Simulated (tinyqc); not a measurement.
Worked calculation: Hueckel theory of the pi electrons, for the molecule c1c[nH]cn1 (SMILES; centres numbered as the heavy atoms are written). Computed by tinyqc, a small Python program that keeps every step. Settings: charge = 0. Command: `OMP_NUM_THREADS=1 python tinyqc.py 23516 23517 out.jsonl` (the two numbers bound the seeds that draw the settings). One thread of a shared host (Intel(R) Xeon(R) Processor @ 2.60GHz), about 0.01 s of CPU time with the checks.

## The Hueckel matrix

Centres:
```
centre  z_r, pi electrons of the neutral centre         h
1C                                            1  0.000000
2C                                            1  0.000000
3N                                            2  1.500000
4C                                            1  0.000000
5N                                            1  0.500000
```

Bonds:
```
i  j         k
1  2         1
2  3  0.800000
3  4  0.800000
4  5         1
5  1  1.000000
```

H_rr = alpha + h_r beta, H_rs = k_rs beta for bonded centres.

Hueckel matrix in units of beta (H = alpha + beta A), order 1C, 2C, 3N, 4C, 5N:
$$\begin{pmatrix}
0.000000 & 1.000000 & 0.000000 & 0.000000 & 1.000000 \\
1.000000 & 0.000000 & 0.800000 & 0.000000 & 0.000000 \\
0.000000 & 0.800000 & 1.500000 & 0.800000 & 0.000000 \\
0.000000 & 0.000000 & 0.800000 & 0.000000 & 1.000000 \\
1.000000 & 0.000000 & 0.000000 & 1.000000 & 0.500000
\end{pmatrix}$$

## Orbitals

pi electrons, sum of z_r less the charge = 6

Diagonalise; E = alpha + x beta with beta < 0, so the largest x are filled first; degenerate levels share their electrons. P = sum n_i c_ri c_si; each orbital has its largest coefficient positive (the first on a tie).

x values: [2.373686, 1.378490, 0.673620, -0.958564, -1.467232]

occupations: [2.000000, 2.000000, 2.000000, 0.000000, 0.000000]

coefficients, order 1C, 2C, 3N, 4C, 5N:
$$\begin{pmatrix}
0.311179 & 0.450163 & 0.484239 & -0.180795 & 0.658291 \\
0.364019 & -0.024822 & 0.620730 & 0.508713 & -0.471995 \\
0.691109 & -0.605474 & -0.082629 & -0.383549 & 0.042795 \\
0.390747 & 0.116785 & -0.535376 & 0.670011 & 0.313266 \\
0.374623 & 0.645367 & -0.294537 & -0.335410 & -0.493870
\end{pmatrix}$$

charge and bond-order matrix P, order 1C, 2C, 3N, 4C, 5N:
$$\begin{pmatrix}
1.067934 & 0.805366 & -0.195031 & -0.170170 & 0.528939 \\
0.805366 & 1.036863 & 0.430631 & -0.385967 & -0.124954 \\
-0.195031 & 0.430631 & 1.702118 & 0.487151 & -0.215021 \\
-0.170170 & -0.385967 & 0.487151 & 0.905899 & 0.758881 \\
0.528939 & -0.124954 & -0.215021 & 0.758881 & 1.287187
\end{pmatrix}$$

## Energy, charges, bond orders

E = sum n x; q_r = z_r - P_rr; bond order p = P_rs; free valence = sqrt(3) - sum of p over the bonds of the atom.

pi energy = 6 alpha + this times beta = 8.851592

pi charges: 1C -0.067934, 2C -0.036863, 3N 0.297882, 4C 0.094101, 5N -0.287187

Bond orders and lengths from R = 1.517 - 0.180 p (angstrom, C-C alone):
```
bond         p         R
1-2   0.805366  1.372034
2-3   0.430631         -
3-4   0.487151         -
4-5   0.758881         -
5-1   0.528939         -
```

free valence of the carbons: 1C 0.397746, 2C 0.496054, 4C 0.486019

gap between the highest filled and the next level = 1.632184 |beta|
